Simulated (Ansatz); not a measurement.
# ZrS (Fm-3m) in Ansatz: notebook

Runs on ZrS. Level: PBEsol. Tasks: band structure.

Everything below comes from runs of Ansatz 0.2.0. Logs are shortened: lines on timing, memory, paths and dates and some standing lists are left out, and cuts for length are marked.

## (1) The structure

The structure is cubic, space group Fm-3m (No. 225). The conventional cell has a = 5.250 Å, b = 5.250 Å, c = 5.250 Å, α = 90.00°, β = 90.00°, γ = 90.00°. Zr (site symmetry m-3m) has 6 S at 2.62 Å as nearest neighbours. S (site symmetry m-3m) is surrounded by 6 Zr at 2.62 Å.

## (2) Band structure, PBEsol

File input.yaml:

```yaml
crystal:
  lattice:
    - [0.0, 2.625, 2.625]
    - [2.625, 0.0, 2.625]
    - [2.625, 2.625, 0.0]
  atoms:
    - { symbol: Zr, position: [0.0, 0.0, 0.0] }
    - { symbol: S, position: [0.5, 0.5, 0.5] }
kpoints:
  mp_grid: { grid: [9, 9, 9] }
  band_path:
    path:
      - [0.0, 0.0, 0.0]
      - [0.5, 0.0, 0.5]
      - [0.5, 0.25, 0.75]
      - [0.375, 0.375, 0.75]
      - [0.0, 0.0, 0.0]
      - [0.5, 0.5, 0.5]
      - [0.625, 0.25, 0.625]
      - [0.5, 0.25, 0.75]
    npoints: 6
scf:
  occupations: { method: fermi_dirac, width: 0.05 }
hamiltonian:
  xc: pbesol
  pseudopotentials: { kind: all_electron, datasets: crystal }
output:
  forces: true
  stress: true
  eigenvalues: true
  elf: true
  volumetric_format: npy
```

Potentials or basis: all-electron PAW datasets made for the crystal.

Command:

```sh
$ ansatz run input.yaml --threads 1 --pin off --max-ram 3072MiB --backend cpu --events-out ev --progress --plain --runs-dir out
```

Output:

```text
Warning: RAYON_NUM_THREADS=1 ignored (pool sized by the plan → 1); use --threads N
hamiltonian.pseudopotentials.datasets: crystal makes datasets for this crystal and solves the spheres of its atoms anew in each pass: cutoff 240.0 eV, the density's 960.0 eV; for an error of 0.50 meV an atom under PBE, 1.0 meV for the cell; an energy difference from a run of another recipe may be off by several times the error for the cell, under r2SCAN by more, where some 0.1 meV an atom stays at smaller errors; S in spheres of 1.249 Å, 6 of its electrons in bands; Zr in spheres of 1.376 Å, 12 of its electrons in bands
band count auto-derived: 15 (N_el = 18.0; filled up to band 9; 13 by the electrons, moments and atoms)
Engine: ansatz 0.2.0, x86_64-unknown-linux-gnu
Pseudopotentials: kind: all_electron
Pseudopotential: Zr, paw, valence charge 12, recommended cutoff 240 eV (normal), crystal/all_electron/pbesol/scalar/gaussian/Zr, Koelling and Harmon's equation, gaussian nucleus
Pseudopotential: S, paw, valence charge 6, recommended cutoff 240 eV (normal), crystal/all_electron/pbesol/scalar/gaussian/S, Koelling and Harmon's equation, gaussian nucleus
Functional definition: PBEsol
  exchange = pbesol_x
  correlation = pbesol_c
Crystal: 2 atoms, lattice volume = 36.176 Å³
Basis set: ecut = 240 eV, 307 PW (Γ), exchange–correlation on 40×40×40 points (8 copies of the dense FFT grid, shifted against one another)
Bands: 15, of which v1, the nominal top of the filled ones, is band 9 counted from 1 (8 counted from 0)
Symmetry: 48 space group operations
Space group: Fm-3m (ITA 225), of the structure as read, at distance tolerance 3.3e-5 Å
k-points: 35 of 729
Non-local potential: Zr, projectors of the file, l = 0: 2, l = 1: 2, l = 2: 2
Non-local potential: S, projectors of the file, l = 0: 1, l = 1: 1, l = 2: 2
PAW form: soft (Blöchl's): semilocal exchange-correlation on the pseudo side does not see the compensation charge
PAW one-centre angular grid: Zr, 590 points (default); XC on its mesh's 1891 points in the sphere
PAW one-centre angular grid: S, 110 points (default); XC on its mesh's 1957 points in the sphere
Initial density: superposition of atomic densities (neutral atoms: chi_scale 0, normalization atom)
Initial wavefunctions: pseudopotential atomic-orbital guess
Functional: x = pbesol(κ = 0.804, μ = 0.12345679012345678), c = pbesol(β = 0.046)
iter 1 solved again at ethr=3.07e-3 eV; its pass at ethr=1.00e-1 eV (dr2=5.52e-1 eV) is discarded
SCF iter   1: F=—  HF=-108720.565415 eV  |F-HF|=—  |Δ(HF+E_count)|=         —  Δρ=2.95e-2  dr2=5.37e-1  ethr=3.07e-3  ⟨swp⟩=3.2  Hψ=2827  notcnv=0
preconditioner: auto → Kerker (q_TF=auto, 2.429 Å⁻¹)  [metal: Δε(μ)=0.113 eV  Ē_g=10.392 eV  σ=0.050 eV  W_gap=0.47  n_scr=14 (ndim 8)  ℏωp=19.5 eV  f_vac=0.000  D(μ)=1.44/eV (n_scr^D=14)]
SCF iter   2: F=—  HF=-108720.498366 eV  |F-HF|=—  |Δ(HF+E_count)|=   6.70e-2  Δρ=1.57e-2  dr2=1.40e-1  ethr=2.98e-3  ⟨swp⟩=2.1  Hψ=1054  notcnv=0
preconditioner: auto → none  [insulator: Δε(μ)=0.124 eV  Ē_g=10.215 eV  σ=0.050 eV  W_gap=0.50  n_scr=14 (ndim 8)  ℏωp=19.5 eV  f_vac=0.000  D(μ)=1.38/eV (n_scr^D=14)  ε∞_Penn≈4.7]
SCF iter   3: F=—  HF=-108720.486859 eV  |F-HF|=—  |Δ(HF+E_count)|=   1.15e-2  Δρ=5.82e-3  dr2=1.65e-2  ethr=7.78e-4  ⟨swp⟩=3.5  Hψ=1414  notcnv=0  defer=2
SCF iter   4: F=—  HF=-108720.488285 eV  |F-HF|=—  |Δ(HF+E_count)|=   1.43e-3  Δρ=3.85e-3  dr2=1.01e-2  ethr=9.14e-5  ⟨swp⟩=3.1  Hψ=1587  notcnv=0  defer=1
SCF iter   5: F=—  HF=-108720.486338 eV  |F-HF|=—  |Δ(HF+E_count)|=   1.95e-3  Δρ=1.30e-3  dr2=1.16e-3  ethr=5.63e-5  ⟨swp⟩=2.7  Hψ=1017  notcnv=0
SCF iter   6: F=—  HF=-108720.486092 eV  |F-HF|=—  |Δ(HF+E_count)|=   2.46e-4  Δρ=5.07e-4  dr2=1.81e-4  ethr=6.42e-6  ⟨swp⟩=2.9  Hψ=1217  notcnv=0
SCF iter   7: F=—  HF=-108720.486054 eV  |F-HF|=—  |Δ(HF+E_count)|=   3.76e-5  Δρ=1.63e-4  dr2=1.82e-5  ethr=1.00e-6  ⟨swp⟩=3.0  Hψ=929  notcnv=0
iter 8 solved again at ethr=3.28e-9 eV; its pass at ethr=1.01e-7 eV (dr2=5.91e-7 eV) is discarded
SCF iter   8: F=—  HF=-108720.486046 eV  |F-HF|=—  |Δ(HF+E_count)|=   7.51e-6  Δρ=2.76e-5  dr2=5.56e-7  ethr=3.28e-9  ⟨swp⟩=2.3  Hψ=1856  notcnv=0
SCF iter   9: F=-108720.486046 eV  HF=-108720.486046 eV  |F-HF|=6.84e-10  |Δ(HF+E_count)|=   1.13e-7  Δρ=1.81e-6  dr2=1.86e-9  ethr=3.09e-9  ⟨swp⟩=3.0  Hψ=1023  notcnv=0
SCF 1 converged in 9 iterations: F = -108720.486044 eV  dr2 = 1.86e-9
  Residual-converged pass: ⟨swp⟩=3.5  Hψ=1108  notcnv=0  max |occ|·‖R‖ = 5.2e-6 eV (tolerance 5.3e-6 eV)  dr2=1.74e-9  dr2_onsite=1.45e-9  max |Δocc| = 7.1e-9
NSCF: frozen V_eff on 43 k-points
SCF converged after 9 iterations
Free energy (F): -108720.486044 eV
Harris-Foulkes:  -108720.486044 eV  (|F-HF|=6.84e-10)
Internal energy: -108720.474129 eV  (E = F + TS)
E sigma→0 (E₀):  -108720.480086 eV
Entropy (-TS):   -0.011915 eV (-5.957 meV/atom)
Past the cutoff: the bands carry plane waves up to 1.75 times it, of which those up to 1.5 times it add -0.000162 eV an atom, each by itself; the spheres take 0.000134 eV an atom off the energy for waves past 1.75 times it
By the cutoff:   a pressure is off by up to 0.005 GPa (1.2 times the spheres' own share and the shells' term, over an atom's volume, and 0.004 GPa: a bound that held against runs at twice the plane waves)
Past the cutoffs: a stress includes 0.0010 GPa for waves and charges beyond them, in addition to the slope of what the spheres take
In the spheres:  the bands' charges fall short by 6.8e-8 e at most (sound up to 1e-3)
Fermi energy:    16.020148 eV
--- Per-component energies (eV) ---
  E_band       = -45.155206
  E_kinetic    = 283.596404
  E_local      = -479.431146  (includes V_loc(G=0)·N_el)
  E_nonlocal   = 54.810349
  E_hartree    = 254.250887
  E_xc         = -148.913475
  E_vxc        = -194.450907  (∫ρ·V_xc dr)
  E_paw        = -109249.813366  (= ΣΔE_a)
  E_vpaw       = -2130.188113  (= ΣTr[D̂ρ^β])
  E_ewald      = -1346.979466
  E_smearing   = -0.011915  (= −TS)
  E_closure    = 1912.005684  (closes the sum)
  Σ components = -108720.486044   (vs F -108720.486044, Δ=0.00e0)
  The terms above E_closure are by the made datasets' own strengths, without shells solved beside the bands.
--- Forces (eV/Å), atoms counted from 1 ---
  atom   1  Zr    -0.00000000     0.00000000    -0.00000000
  atom   2  S      0.00000000     0.00000000     0.00000000
  max |Σ_I F_I| component: 2.53e-30 eV/Å
--- Stress (GPa, compression-positive) ---
       -6.444079      -0.000000      -0.000000
        0.000000      -6.444079       0.000000
        0.000000       0.000000      -6.444079
  P = ⅓ Tr σ = -6.4441 GPa (-64.441 kbar)
--- Band table (eV; the first three rows and the last of 35) ---
  k-point 0: bands = ["-33.8118", "-11.8029", "-11.8029", "-11.8029", "0.2647", "12.5766", "12.5766", "12.5766", "14.7172", "14.7172", "14.7172", "15.3863", "15.3863", "17.8742"]
  k-point 1: bands = ["-33.8087", "-11.8455", "-11.8065", "-11.8065", "0.4202", "11.7182", "12.0238", "12.0238", "14.9776", "14.9776", "15.0178", "16.1602", "16.1602", "18.5676"]
  k-point 2: bands = ["-33.8010", "-11.9509", "-11.8157", "-11.8157", "0.8371", "10.2478", "11.1659", "11.1659", "15.4535", "15.6125", "15.6125", "17.7729", "17.7729", "19.9230"]
  k-point 34: bands = ["-33.7779", "-12.0193", "-11.9758", "-11.9134", "1.4340", "9.6936", "10.2762", "10.2936", "15.6509", "16.5859", "17.8482", "18.4148", "18.7096", "22.8754"]
```

It took 3.2 s on 1 thread of AMD EPYC 9R45 (Zen 5), shared host; peak memory 0.46 GiB.

What came out:

* Free energy: -108720.4860 eV
* Pressure: -6.4 GPa
* Band gap along the path: none (metal or under the smearing width)

Levels at the corners of the path, in eV from the Fermi level:
```
point  band 5  band 6  band 7  band 8  band 9  band 10  band 11  band 12  band 13  band 14
    Γ  -15.76   -3.44   -3.44   -3.44   -1.30    -1.30    -1.30    -0.63    -0.63     1.85
    X  -14.90   -6.19   -4.39   -4.39   -3.39     0.55     2.42     2.42     2.81     3.30
    W  -14.60   -6.05   -5.85   -5.85    0.08     0.08     1.81     2.40     2.44     7.65
    K  -14.62   -6.24   -6.06   -5.21   -1.42     1.83     2.03     2.46     2.57     5.12
    Γ  -15.76   -3.44   -3.44   -3.44   -1.30    -1.30    -1.30    -0.63    -0.63     1.85
    L  -14.19   -7.96   -5.89   -5.89    1.52     1.52     1.83     1.93     5.67     5.67
    U  -14.62   -6.24   -6.06   -5.21   -1.42     1.83     2.03     2.46     2.57     5.12
    W  -14.60   -6.05   -5.85   -5.85    0.08     0.08     1.81     2.40     2.44     7.65
```

## (3) Band structure, PBEsol

input.yaml: that of step 2 with these lines changed.

```diff
@@ -25,3 +25,6 @@
   xc: pbesol
-  pseudopotentials: { kind: all_electron, datasets: crystal }
+  pseudopotentials:
+    kind: all_electron
+    lapw: { basis_error: 0.001 }
+    dirac_shells: { S: ["2p"], Zr: ["3p", "3d"] }
 output:
@@ -30,3 +33 @@
   eigenvalues: true
-  elf: true
-  volumetric_format: npy
```

Potentials or basis: all-electron LAPW, inner shells corrected to Dirac's equation.

Command:

```sh
$ ansatz run input.yaml --threads 1 --pin off --max-ram 3072MiB --backend cpu --events-out ev --progress --plain --runs-dir out
```

Wall time 3.2 s (1 thread of AMD EPYC 9R45 (Zen 5), shared host); peak memory 0.33 GiB.

It converged, with:

| Item | Value |
| --- | --- |
| Free energy | -108731.8887 eV |
| Pressure | -6.4 GPa |
| Band gap along the path | none (metal or under the smearing width) |

Levels at the corners of the path, in eV from the Fermi level:
| point | band 19 | band 20 | band 21 | band 22 | band 23 | band 24 |
| --- | --- | --- | --- | --- | --- | --- |
| Γ | -3.44 | -3.44 | -1.30 | -1.30 | -1.30 | -0.63 |
| X | -4.39 | -4.39 | -3.39 | 0.55 | 2.42 | 2.42 |
| W | -5.85 | -5.85 | 0.08 | 0.08 | 1.81 | 2.40 |
| K | -6.06 | -5.21 | -1.42 | 1.83 | 2.03 | 2.46 |
| Γ | -3.44 | -3.44 | -1.30 | -1.30 | -1.30 | -0.63 |
| L | -5.89 | -5.89 | 1.52 | 1.52 | 1.83 | 1.93 |
| U | -6.06 | -5.21 | -1.42 | 1.83 | 2.03 | 2.46 |
| W | -5.85 | -5.85 | 0.08 | 0.08 | 1.81 | 2.40 |

## (4) For comparison

An earlier run on the cell as given: functional PBEsol; potentials or basis all-electron LAPW, scalar-relativistic; cutoff 212 eV (chosen from the basis error); basis error allowed 0.001 eV/atom; k mesh 9 × 9 × 9; occupations fermi-dirac, width 0.05 eV; no spin polarisation.

- Pressure: -6.4 GPa
- Band gap on the k mesh: none (metal or under the smearing width)

## (5) The runs side by side

```csv
task,potentials or basis,cutoff (eV),basis error allowed,pressure (GPa)
band structure,all-electron PAW datasets made for the crystal,240,-,-6.4
band structure,"all-electron LAPW, inner shells corrected to Dirac's equation",212,0.001 eV/atom,-6.4
single point,"all-electron LAPW, scalar-relativistic",212,0.001 eV/atom,-6.4
```

Alike in all rows: level PBEsol; no spin polarisation; cell as given; k mesh 9 × 9 × 9; smearing fermi-dirac 0.05 eV.

Compare energies only between runs with the same functional and basis.
